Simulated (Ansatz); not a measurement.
AlNi3:

```
CELL_PARAMETERS angstrom
3.52305 0.00000 0.00000
0.00000 3.52305 0.00000
0.00000 0.00000 3.52305
ATOMIC_POSITIONS crystal
Ni 0.50000 0.50000 0.00000
Ni 0.50000 0.00000 0.50000
Ni 0.00000 0.50000 0.50000
Al 0.00000 0.00000 0.00000
```

The cell is a database's computed one.

Base run:

* Program: Ansatz 0.2.0
* Functional: PBEsol
* Potentials or basis: all-electron LAPW, scalar-relativistic
* Cutoff: 286 eV
* Density cutoff: 1145 eV
* Basis error allowed: 0.002 eV/atom
* k mesh: 8 × 8 × 8
* Occupations: fermi-dirac, width 0.05 eV
* Spin: collinear spin, ferromagnetic start
* Starting moments: [1.0, 1.0, 1.0, 0.0] μB

Its results: pressure -0.7 GPa; net moment 0.67 μB per cell; site moments Ni +0.24; Al -0.02 μB.

**Question.** After a change of settings the same cell gave: pressure 7.3 GPa; net moment 0.71 μB per cell; site moments Ni +0.26; Al -0.02 μB. Which change was it?
A. functional from PBEsol to LDA
B. basis error allowed from 0.002 eV/atom to 0.001 eV/atom
C. functional from PBEsol to PBE

**Answer.** C.

PBE binds less tightly than PBEsol, so the same cell stands under more pressure.

Not every run made on this cell is shown here.
